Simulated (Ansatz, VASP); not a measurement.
Given: the input of a run of VASP 6.6.1 on Si.

Contents of INCAR:

```
PREC = Accurate
ENCUT = 520
EDIFF = 1E-6
ISMEAR = -1
SIGMA = 0.1
LREAL = False
LASPH = True
NELM = 150
ALGO = Normal
ISIF = 2
LWAVE = False
LCHARG = False
MAGMOM = 0 0 0 0 0 0
LORBIT = 11
LSORBIT = True
GGA_COMPAT = False
LORBMOM = True
GGA = PE
ALDAC = 0.0
AGGAC = 0.0
NBANDS = 20
```

Contents of KPOINTS:

```
regular mesh
0
Gamma
  6 6 6
```

POSCAR

```
Si
1.0
    0.0000000000      2.7752343705      2.7752343705
    2.7752343705      0.0000000000      2.7752343705
    2.7752343705      2.7752343705      0.0000000000
Si
2
Direct
    0.5000000000      0.5000000000      0.5000000000
    0.7500000000      0.7500000000      0.7500000000
```

Potentials or basis: VASP PAW PBE potentials, release 64 (Si).

Run with:

```console
$ cat potpaw_PBE.64/Si/POTCAR > POTCAR
$ mpirun -np 1 vasp_ncl > vasp.out
```

Task: Set up the same calculation for Ansatz 0.2.0. Potentials there: all-electron LAPW, relativistic spinors.

Result: As run (the cutoff follows the program's own potentials):

input.yaml

```yaml
crystal:
  lattice:
    - [0.0, 2.7752343705, 2.7752343705]
    - [2.7752343705, 0.0, 2.7752343705]
    - [2.7752343705, 2.7752343705, 0.0]
  atoms:
    - { symbol: Si, position: [0.5, 0.5, 0.5] }
    - { symbol: Si, position: [0.75, 0.75, 0.75] }
kpoints:
  mp_grid: { grid: [6, 6, 6] }
scf:
  occupations: { method: fermi_dirac, width: 0.1 }
hamiltonian:
  xc: { exchange: pbe, correlation: none }
  pseudopotentials: { kind: all_electron, lapw: { basis_error: 0.001 } }
magnetization:
  noncollinear: true
  spin_orbit: true
output:
  forces: true
  stress: true
  eigenvalues: true
```

Potentials or basis: all-electron LAPW, relativistic spinors.

Run with:

```bash
$ ansatz run input.yaml --threads 1 --pin off --max-ram 2560MiB --backend cpu --events-out ev --progress --plain --runs-dir out
```

Both were run:

|  | VASP | Ansatz | Ansatz less VASP |
| --- | --- | --- | --- |
| gap on the k mesh at the Fermi level (eV) | 1.00 | 1.00 | -0.008 |
| least direct gap on the mesh (eV) | 2.54 | 2.53 | -0.012 |
| pressure (GPa) | 4.8 | 4.7 | -0.05 |
| net moment per atom (μB) | 0.00 | 0.00 | 0.000 |

Ansatz ran all-electron here, so the differences hold the error of VASP's frozen core and of both bases.
